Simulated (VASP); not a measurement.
# ZnS: convergence, band structure

ZnS, P6_3mc (no. 186), 4 atoms in the cell. PBEsol; PAW potentials Zn, S (PBE set). VASP 6.6.1.

Wanted: band energies at the path's corners within 0.006 eV; smallest gap over path and mesh within 0.003 eV.

What the run is for: bands; Accuracy asked: tight; k points a path segment: 12; Route: fixed density (ICHARG 11).

Band energies at the path's corners: counted from the valence top.

POSCAR:
```
ZnS
1.0
    3.8110000000      0.0000000000      0.0000000000
   -1.9055000000      3.3004228138      0.0000000000
    0.0000000000      0.0000000000      6.2340000000
Zn S
2 2
Direct
    0.6666666667      0.3333333333      0.5000000000
    0.3333333333      0.6666666667      0.0000000000
    0.6666666667      0.3333333333      0.8850000000
    0.3333333333      0.6666666667      0.3850000000
```

The series start from Plane-wave cutoff (eV): 320; k-point mesh: 6 × 6 × 3; k points a path segment: 12; Electronic threshold (eV): 1e-6; Precision mode (PREC): Accurate; Bands in all (NBANDS): 32; Aspherical gradient terms in the spheres (LASPH): yes. Each series keeps the choices made before it, and each single choice may use up half of a tolerance. Times cover all steps of a run.

## Plane-wave cutoff (eV)

| Plane-wave cutoff (eV) | Band energies at the path's corners, largest deviation (eV) | Smallest gap over path and mesh (eV) | Time (s) |
|---|---|---|---|
| 220 | 0.0480 | 2.1248 | 124 |
| 280 | 0.0082 | 2.1062 | 224 |
| 320 | 0.0056 | 2.1088 | 284 |
| 360 | 0.0033 | 2.1111 | 278 |
| 440 | 0.0007 | 2.1138 | 430 |
| 550 (reference) | 0.0000 | 2.1144 | 522 |

## k-point mesh

| k-point mesh | Band energies at the path's corners, largest deviation (eV) | Smallest gap over path and mesh (eV) | Time (s) |
|---|---|---|---|
| 2 × 2 × 2 | 0.1239 | 2.0566 | 356 |
| 3 × 3 × 2 | 0.0314 | 2.1005 | 322 |
| 4 × 4 × 2 | 0.0094 | 2.1103 | 331 |
| 4 × 4 × 3 | 0.0099 | 2.1099 | 332 |
| 6 × 6 × 3 | 0.0015 | 2.1138 | 430 |
| 7 × 7 × 4 | 0.0003 | 2.1145 | 411 |
| 8 × 8 × 5 (reference) | 0.0000 | 2.1147 | 517 |

## Question

The rows run from the loosest to the tightest. For each series: choose the loosest value from which every tighter one stays within half of the tolerance.

## Answer

- Plane-wave cutoff (eV): 440
- k-point mesh: 6 × 6 × 3

## All choices together

| Input | Band energies at the path's corners, largest deviation (eV) | Smallest gap over path and mesh (eV) | Time (s) |
|---|---|---|---|
| the program's defaults (naive) | 0.0121 | 2.1020 | 94 |
| chosen settings | 0.0021 | 2.1138 | 430 |
| reference settings throughout | 0.0000 | 2.1153 | 525 |

The chosen settings stay within the tolerance of the reference run, but the reference itself isn't shown to be converged in: k points a path segment, Electronic threshold (eV), Bands in all (NBANDS).

## The input

INCAR.step1:
```
GGA      = PS             # functional
ISMEAR   = 0              # smearing method
SIGMA    = 0.03           # smearing width, eV
LWAVE    = F              # write WAVECAR
LCHARG   = T              # write CHGCAR
NBANDS   = 32             # bands
PREC     = Accurate       # precision mode
LASPH    = T              # aspherical terms in the spheres
LREAL    = F              # projectors in reciprocal space
ALGO     = Normal         # electronic algorithm
EDIFF    = 1E-6           # SCF threshold, eV
NELM     = 120            # most SCF steps
GGA_COMPAT= F            
ENCUT    = 440            # plane-wave cutoff, eV
EFERMI   = MIDGAP        
```

INCAR.step2, as INCAR.step1 but for:
```
- LCHARG = T
+ LCHARG = F
+ ICHARG = 11
```

KPOINTS.step1:
```
Automatic mesh
0
Gamma
  6 6 3
  0 0 0
```

KPOINTS.step2:
```
path GMKGALHA,LM,KH
12
line-mode
reciprocal
 0.0000000000  0.0000000000  0.0000000000  G
 0.5000000000  0.0000000000  0.0000000000  M

 0.5000000000  0.0000000000  0.0000000000  M
 0.3333333333  0.3333333333  0.0000000000  K

 0.3333333333  0.3333333333  0.0000000000  K
 0.0000000000  0.0000000000  0.0000000000  G

 0.0000000000  0.0000000000  0.0000000000  G
 0.0000000000  0.0000000000  0.5000000000  A

 0.0000000000  0.0000000000  0.5000000000  A
 0.5000000000  0.0000000000  0.5000000000  L

 0.5000000000  0.0000000000  0.5000000000  L
 0.3333333333  0.3333333333  0.5000000000  H

 0.3333333333  0.3333333333  0.5000000000  H
 0.0000000000  0.0000000000  0.5000000000  A

 0.5000000000  0.0000000000  0.5000000000  L
 0.5000000000  0.0000000000  0.0000000000  M

 0.3333333333  0.3333333333  0.0000000000  K
 0.3333333333  0.3333333333  0.5000000000  H
```

Commands (each step's output is kept before the next begins):
```
cat potpaw_PBE.64/Zn/POTCAR potpaw_PBE.64/S/POTCAR > POTCAR
cp INCAR.step1 INCAR
cp KPOINTS.step1 KPOINTS
mpirun -np 1 vasp_std > vasp.out
cp INCAR.step2 INCAR
cp KPOINTS.step2 KPOINTS
mpirun -np 1 vasp_std > vasp.out
```

Limits: PBEsol gaps are mostly well below measured ones.

The chosen input took VASP 6.6.1 430 s on 1 core (AMD EPYC 7571), a shared host.

## An input that fails: too few bands

VASP's message: The number of bands is not sufficient to hold all electrons. I am sorry, but this calculation does not make sense. If you want to calculate only selected states, you need to set either EFERMI or EREF. EREF specifies around which energy states are supposed to be calculated. I found NBANDS = 17, NELECT = ….

Changes against the starting input:
```
- NBANDS = 32
- NELM = 120
+ NBANDS = 17
+ NELM = 69
```
